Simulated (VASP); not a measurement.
Set up this calculation in VASP 6.6.1, as the native input.

```
Task                   : relaxation of the atoms
Functional             : PBEsol
Potentials or basis    : VASP PAW PBE potentials, release 64 (Ta_pv, C)
Cutoff                 : 600 eV
k mesh                 : 14 × 14 × 14
Occupations            : methfessel-paxton, width 0.1 eV
Spin                   : no spin polarisation
Further INCAR settings : ALGO = Fast; EDIFF = 1e-07; IBRION = 2; EDIFFG = -0.01; NSW = 40
```

The structure of TaC lies in POSCAR:

```
TaC                                     
1.0
    0.0000000000      2.2066071521      2.2066071521
    2.2066071521      0.0000000000      2.2066071521
    2.2066071521      2.2066071521      0.0000000000
  Ta              C             
     1     1
Direct
     0.0000000000000000    0.0000000000000000    0.0000000000000000
     0.5000000000000000    0.5000000000000000    0.5000000000000000
```

The cell isn't the ideal one: a relaxed cell with its volume scaled by 0.98.

These files were run (other wordings do the same):

INCAR

```
PREC = Accurate ; ENCUT = 600
EDIFF = 1E-7 ; ISMEAR = 1
SIGMA = 0.1 ; LREAL = False
LASPH = True ; NELM = 80
ALGO = Fast ; ISIF = 2
LWAVE = False ; LCHARG = False
GGA = PS ; IBRION = 2
NSW = 40 ; EDIFFG = -0.01
```

KPOINTS

```
Automatic mesh
0
Gamma
  14 14 14
```

Potentials or basis: VASP PAW PBE potentials, release 64 (Ta_pv, C).

The run is started by

```console
$ cat potpaw_PBE.64/Ta_pv/POTCAR potpaw_PBE.64/C/POTCAR > POTCAR
$ mpirun -np 1 vasp_std > vasp.out
```

Results of the run:

```json
{"Pressure after relaxing": "7.3 GPa", "Band gap on the k mesh": "none (metal or under the smearing width)"}
```

Caveat: the relaxation stopped at its first step, so nothing moved; the PAW data sets were made with another functional, which shifts forces and pressure a little.

Wall time 42 s on 1 thread of Intel(R) Xeon(R) Platinum 8259CL CPU @ 2.50GHz (Skylake/Cascade Lake), on a shared host, peak memory 0.18 GiB.
